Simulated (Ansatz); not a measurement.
# ZnS (F-43m) in Ansatz: notebook, part 2 of 2

Ansatz 0.2.0. The steps go on from the part before.

## 4. Elastic constants, PBE

File input.yaml:

```yaml
crystal:
  lattice:
    - [0.0, 2.702, 2.702]
    - [2.702, 0.0, 2.702]
    - [2.702, 2.702, 0.0]
  atoms:
    - { symbol: Zn, position: [0.75, 0.75, 0.75] }
    - { symbol: S, position: [0.0, 0.0, 0.0] }
kpoints:
  mp_grid: { grid: [7, 7, 7] }
scf:
  occupations: { method: fermi_dirac, width: 0.05 }
hamiltonian:
  xc: pbe
  pseudopotentials: { kind: all_electron, lapw: { basis_error: 0.001 } }
output:
  forces: true
  stress: true
elastic:
  mode: relaxed_ion
  stencil: two_point
```

Potentials or basis: all-electron LAPW, scalar-relativistic.

Command:

```bash
ansatz run input.yaml --threads 1 --pin off --max-ram 3072MiB --backend cpu --events-out ev --progress --plain --runs-dir out
```

Standard output:

```text
Warning: RAYON_NUM_THREADS=1 ignored (pool sized by the plan → 1); use --threads N
LAPW: plane waves up to 8.916 Å⁻¹, error target 1.0e-3 eV per atom; small_component_spin mean_spin; S in spheres of 1.009 Å, 14 of its electrons in bands, Dirac shells []; Zn in spheres of 1.261 Å, 20 of its electrons in bands, Dirac shells [] (how accurate: hamiltonian.pseudopotentials.lapw.basis_error, Limitations)
Engine: ansatz 0.2.0, x86_64-unknown-linux-gnu
Pseudopotentials: kind: all_electron
Pseudopotential: Zn, LAPW, valence charge 20, lapw/all_electron/scalar/gaussian/Zn, Koelling and Harmon's equation, gaussian nucleus
Pseudopotential: S, LAPW, valence charge 14, lapw/all_electron/scalar/gaussian/S, Koelling and Harmon's equation, gaussian nucleus
Functional definition: PBE
  parameter kappa = 0.804
  parameter beta = 0.06672455060314922
  exchange = pbe_x(kappa = kappa, mu = beta*pi^2/3)
  correlation = pbe_c(beta = beta)
Crystal: 2 atoms, lattice volume = 39.454 Å³
Basis set: ecut = 302.8874002347368 eV, 459 PW (Γ), exchange–correlation at level 2
Bands: 21, of which v1, the nominal top of the filled ones, is band 17 counted from 1 (16 counted from 0)
Symmetry: 24 space group operations
Space group: F-43m (ITA 216), of the structure as read, at distance tolerance 3.4e-5 Å
k-points: 20 of 343 (time reversal used)
Non-local potential: Zn, projectors of the file, none
Non-local potential: S, projectors of the file, none
Initial density: superposition of atomic densities (chi_scale 0.1, normalization cell, long waves kept (reshape's long-wave potential 0.00 eV rms))
Initial wavefunctions: plane waves of lowest kinetic energy (no species holds an atomic orbital)
Functional: x = pbe(κ = 0.804, μ = 0.2195149727645171), c = pbe(β = 0.06672455060314922)
iter 1 solved again at ethr=3.19e-3 eV; its pass at ethr=1.00e-1 eV (dr2=1.09e0 eV) is discarded
SCF iter   1: F=—  HF=-59737.760972 eV  |F-HF|=—  |Δ(HF+E_count)|=         —  Δρ=4.09e-2  dr2=1.09e0  ethr=3.19e-3  ⟨swp⟩=2.0  Hψ=2871  notcnv=0
preconditioner: auto → none  [insulator: Δε(μ)=2.380 eV  Ē_g=11.612 eV  σ=0.050 eV  W_gap=1.00  n_scr=14 (ndim 8)  ℏωp=25.1 eV  f_vac=0.113  D(μ)=0.00/eV (n_scr^D=0)  ε∞_Penn≈5.7]
iter 2 solved again at ethr=1.59e-4 eV; its pass at ethr=3.19e-3 eV (dr2=5.40e-2 eV) is discarded
SCF iter   2: F=—  HF=-59737.429612 eV  |F-HF|=—  |Δ(HF+E_count)|=   3.31e-1  Δρ=1.37e-2  dr2=5.40e-2  ethr=1.59e-4  ⟨swp⟩=2.0  Hψ=2194  notcnv=0
SCF iter   3: F=—  HF=-59737.338444 eV  |F-HF|=—  |Δ(HF+E_count)|=   9.12e-2  Δρ=7.92e-3  dr2=1.66e-2  ethr=1.59e-4  ⟨swp⟩=3.0  Hψ=1291  notcnv=0
SCF iter   4: F=—  HF=-59737.331017 eV  |F-HF|=—  |Δ(HF+E_count)|=         —  Δρ=3.85e-3  dr2=3.91e-3  ethr=4.89e-5  ⟨swp⟩=2.0  Hψ=1147  notcnv=0
the basis was enlarged: its passes take 99.7 KiB over the memory plan, 1 of 1 planned eigensolver slots
SCF iter   5: F=—  HF=-59737.331329 eV  |F-HF|=—  |Δ(HF+E_count)|=   3.12e-4  Δρ=6.98e-4  dr2=1.24e-4  ethr=1.15e-5  ⟨swp⟩=2.0  Hψ=1172  notcnv=0
SCF iter   6: F=—  HF=-59737.331392 eV  |F-HF|=—  |Δ(HF+E_count)|=   6.28e-5  Δρ=7.88e-5  dr2=1.64e-6  ethr=3.64e-7  ⟨swp⟩=2.9  Hψ=1166  notcnv=0
SCF iter   7: F=—  HF=-59737.331395 eV  |F-HF|=—  |Δ(HF+E_count)|=   3.05e-6  Δρ=4.40e-6  dr2=8.91e-9  ethr=4.82e-9  ⟨swp⟩=3.0  Hψ=1243  notcnv=0
SCF iter   8: F=—  HF=-59737.331395 eV  |F-HF|=—  |Δ(HF+E_count)|=   9.36e-9  Δρ=5.55e-7  dr2=1.42e-10  ethr=2.62e-11  ⟨swp⟩=3.0  Hψ=1265  notcnv=0
SCF iter   9: F=—  HF=-59737.331395 eV  |F-HF|=—  |Δ(HF+E_count)|=   1.04e-9  Δρ=9.55e-8  dr2=2.87e-12  ethr=2.72e-12 (applied; sched 1.00e-12)  ⟨swp⟩=3.0  Hψ=1197  notcnv=0
SCF iter  10: F=-59737.331395 eV  HF=-59737.331395 eV  |F-HF|=2.18e-11  |Δ(HF+E_count)|=  9.46e-11  Δρ=8.92e-9  dr2=2.66e-14  ethr=2.54e-12 (applied; sched 1.00e-12)  ⟨swp⟩=2.0  Hψ=1141  notcnv=0
[... 101 lines left out ...]
SCF 9 converged in 9 iterations: F = -59737.331371 eV  dr2 = 1.86e-16
relax step   2: F+E_penalty+E_count = -59737.33137117 eV  Δ(F+E_penalty+E_count) = -1.109e-5 eV  max|allowed force component| = 1.078e-6 eV/Å  Δτ_max = 0.0010 Å  (9 SCF iters, accepted)
iter 1 solved again at ethr=1.00e-12 eV; its pass at ethr=1.00e-1 eV (dr2=3.71e-16 eV) is discarded
SCF iter   1: F=—  HF=-59737.331371 eV  |F-HF|=—  |Δ(HF+E_count)|=         —  Δρ=1.00e-8  dr2=3.55e-14  ethr=2.94e-12 (applied; sched 1.00e-12)  ⟨swp⟩=6.8  Hψ=6658  notcnv=0
SCF iter   2: F=-59737.331371 eV  HF=-59737.331371 eV  |F-HF|=7.28e-12  |Δ(HF+E_count)|=   1.42e-8  Δρ=5.19e-9  dr2=5.12e-15  ethr=2.54e-12 (applied; sched 1.00e-12)  ⟨swp⟩=2.0  Hψ=3650  notcnv=0
SCF 10 converged in 2 iterations: F = -59737.331371 eV  dr2 = 5.12e-15
SCF converged after 10 iterations
Free energy (F): -59737.331395 eV
Harris-Foulkes:  -59737.331395 eV  (|F-HF|=2.18e-11)
Internal energy: -59737.331395 eV  (E = F + TS)
E sigma→0 (E₀):  -59737.331395 eV
Fermi energy:    8.398159 eV
--- Per-component energies (eV) ---
  E_band       = -1880.224800
  E_kinetic    = 60684.788342
  E_xc         = -2649.000989
  E_electrostatic = -117773.118748  (all electrons and nuclei)
  E_smearing   = -0.000000  (= −TS)
  E_closure    = 0.000000  (closes the sum)
  E_atoms      = -59730.497347  (free atoms, spherical and without spin; not in F)
  Σ components = -59737.331395   (vs F -59737.331395, Δ=0.00e0)
  Basis errors (estimates in eV, not in F): energy 4.6e-4 per atom: plane waves 4.1e-4 (2.4e-4 summed), levels above the bands 1.5e-70, relativity 1.7e-8, radial functions 4.4e-5, core shells 9.6e-11; eigenvalues (radial functions only) 4.3e-7; not estimated: angular momenta, meshes, grids; target (lapw.basis_error) 1.0e-3; muffin-tin radii S 1.009 Å, Zn 1.261 Å
--- Forces (eV/Å), atoms counted from 1 ---
  atom   1  Zn    -0.00000000     0.00000000     0.00000000
  atom   2  S      0.00000000    -0.00000000     0.00000000
  max |Σ_I F_I| component: 2.78e-17 eV/Å
--- Stress (GPa, compression-positive) ---
        1.616629      -0.000000      -0.000000
       -0.000000       1.616629       0.000000
       -0.000000       0.000000       1.616629
  P = ⅓ Tr σ = 1.6166 GPa (16.166 kbar)
--- Band table (eV; the first three rows and the last of 20) ---
  k-point 0: bands = ["-197.3468", "-142.1190", "-142.1190", "-142.1190", "-117.5447", "-71.7139", "-71.7139", "-71.7139", "-5.8284", "0.9762", "0.9762", "0.9762", "1.4753", "1.4753", "7.3112", "7.3112", "7.3112", "9.4235", "13.6834", "13.6834", "13.6834"]
  k-point 1: bands = ["-197.3468", "-142.1190", "-142.1190", "-142.1190", "-117.5447", "-71.7139", "-71.7139", "-71.7139", "-5.6773", "0.9793", "1.0030", "1.0030", "1.4734", "1.4734", "5.9575", "7.1237", "7.1237", "10.3784", "13.6105", "13.9984", "13.9984"]
  k-point 2: bands = ["-197.3468", "-142.1190", "-142.1190", "-142.1190", "-117.5447", "-71.7140", "-71.7139", "-71.7139", "-5.3025", "1.0560", "1.0560", "1.0625", "1.4805", "1.4805", "4.0118", "6.7501", "6.7501", "10.7871", "14.3367", "14.3367", "14.6030"]
  k-point 19: bands = ["-197.3468", "-142.1190", "-142.1190", "-142.1190", "-117.5447", "-71.7140", "-71.7140", "-71.7139", "-4.6089", "1.0999", "1.2393", "1.4130", "1.4618", "1.8395", "2.7194", "4.2722", "5.1573", "12.4066", "13.5129", "15.2621", "16.2135"]
--- Elastic constants: 2 strain directions × 2 members + reference (group order 24) ---
  dense FFT box of the reference and of every strained cell: 24×24×24
  strains applied: 11, 23; error gains: componentwise 1.00 (the most a stress slope's error grows in a printed constant), spectral 1.73 (1 for all six strains in a standard setting)
  C = ∂σ_k/∂η_j (tension-positive GPa; Voigt order 11 22 33 23 13 12):
       103.529     62.950     62.950      0.000      0.000      0.000
        62.950    103.529     62.950      0.000     -0.000      0.000
        62.950     62.950    103.529      0.000      0.000     -0.000
        -0.000      0.000      0.000     46.683      0.000     -0.000
        -0.000     -0.000      0.000     -0.000     46.683     -0.000
         0.000     -0.000      0.000      0.000     -0.000     46.683
  reference stress σ⁰ (GPa):     -1.617     -1.617     -1.617     -0.000      0.000      0.000
  no Pulay correction (none for the plane-wave cutoff is built on LAPW): the batch's stresses and constants are at fixed plane waves
  C* (energy form; C + prestress term) asymmetry max|C*_kj − C*_jk| = 1.421e-14 GPa — a small one proves nothing (zero by symmetry where the batch's group is 432, −43m or m−3m); a large one is finite-difference/SCF noise where every solve meets its electron count
  moduli (Voigt/Reuss/Hill, GPa): K = 76.48/76.48/76.48   G = 36.13/30.71/33.42   E = 87.50   ν = 0.309
  mechanically stable: yes (min eigenvalue of sym C = 40.58 GPa)
  where every solve meets its electron count the energy-path curvature estimates C_jj along a normal strain and C_jj − ¼(σ⁰_aa + σ⁰_bb) along a shear (ab), closely only under elastic.basis: deformed
  strain η (Voigt 11):  stress-route row diagonal C_11 = 103.53 GPa, energy-path curvature d²(F+E_count)/dδ²/Ω₀ = 103.53 GPa
         δ    σ_11 (GPa)             F (eV)   n_scf  n_hpsi   n_pw
    -2.000e-3      -1.8242      -59737.3305472       8   26442    489   relax 0 steps, max|allowed force component| 9.02e-17 eV/Å
     2.000e-3      -1.4100      -59737.3321399       8   26405    489   relax 0 steps, max|allowed force component| 1.04e-16 eV/Å
  strain η (Voigt 23):  stress-route row diagonal C_44 = 46.68 GPa, energy-path curvature d²(F+E_count)/dδ²/Ω₀ = 47.48 GPa
         δ    σ_23 (GPa)             F (eV)   n_scf  n_hpsi   n_pw
    -2.000e-3      -0.0934      -59737.3313712       2   10697    489   relax 3 steps, max|allowed force component| 2.63e-6 eV/Å
     2.000e-3       0.0934      -59737.3313712       2   10690    489   relax 2 steps, max|allowed force component| 1.08e-6 eV/Å
```

elastic.tsv:

```text
[... 16 lines left out ...]
6	1.5700318520e-29	-1.4911457291e-29	1.9721522631e-31	6.3884109447e-47	-2.3866129669e-22	4.6683365278e1	4.6322223661e-17	4.6322223661e-17	4.6322223661e-17	6.3884109447e-47	-2.3866129669e-22	4.6683365278e1	nan	nan	nan	nan	nan	nan
```

Run time: 38 s. Hardware: 1 thread of AMD EPYC 9R45 (Zen 5), shared host; peak memory 0.4 GiB.

What came out:

* Free energy: -59737.3314 eV
* Pressure: 1.6 GPa
* Band gap on the k mesh: 2.11 eV, direct
* Elastic constants C11, C12, C44: 104, 63, 47 GPa
* Voigt bulk modulus: 76 GPa

Levels at points of the mesh, in eV from the valence-band top:
| k point | band 15 | band 16 | band 17 | band 18 | band 19 | band 20 |
| --- | --- | --- | --- | --- | --- | --- |
| (0.00, 0.00, 0.00) | 0.00 | 0.00 | 0.00 | 2.11 | 6.37 | 6.37 |

Elastic tensor in Voigt notation (GPa, in the Cartesian axes of the cell as first typed):
```
104  63  63   0   0   0
 63 104  63   0   0   0
 63  63 104   0   0   0
  0   0   0  47   0   0
  0   0   0   0  47   0
  0   0   0   0   0  47
```

## 5. Summary

```csv
task,level,k mesh,cutoff (eV),gap on the mesh (eV),pressure (GPa)
band structure,RPBE,9 × 9 × 9,280,2.29,4.2
band structure,LDA,9 × 9 × 9,281,1.86,-4.5
elastic constants,PBE,7 × 7 × 7,303,2.11,1.6
```

Alike in all rows: potentials or basis all-electron LAPW, scalar-relativistic; no spin polarisation; cell as given; smearing fermi-dirac 0.05 eV; basis error allowed 0.001 eV/atom.

On the cell as given the gap runs from 1.86 eV (LDA) to 2.29 eV (RPBE); the meshes differ, which moves gaps too. The pressure there spans -4.5 GPa (LDA) to 4.2 GPa (RPBE); a positive pressure means that this level wants a larger cell, a negative one a smaller.

Compare energies only between runs with the same functional and basis.

## 6. How close it comes

Step 2. Against the measured gap of ZnS, 3.85 eV (direct; 19 K; quoted in “Electronic, vibrational, and thermodynamic properties of ZnS (zincblende and rocksalt structure)”, 2009, arxiv:0911.5022), the calculated 2.29 eV is off by -1.56 eV. The value is that of RPBE, without temperature or zero-point motion. Semilocal functionals fall short of measured gaps as a rule.

Step 3. A measured gap of ZnS is 3.85 eV (direct; 19 K; quoted in “Electronic, vibrational, and thermodynamic properties of ZnS (zincblende and rocksalt structure)”, 2009, arxiv:0911.5022); the calculated 1.86 eV misses it by -1.99 eV. So large a miss can be the level of theory's own, or it may mean another phase, state or a wrong row. The value is that of LDA, without temperature or zero-point motion. Semilocal functionals fall short of measured gaps as a rule.

Step 4. A measured gap of ZnS is 3.85 eV (direct; 19 K; quoted in “Electronic, vibrational, and thermodynamic properties of ZnS (zincblende and rocksalt structure)”, 2009, arxiv:0911.5022); the calculated 2.11 eV misses it by -1.74 eV. The value is that of PBE, without temperature or zero-point motion. Semilocal functionals fall short of measured gaps as a rule.
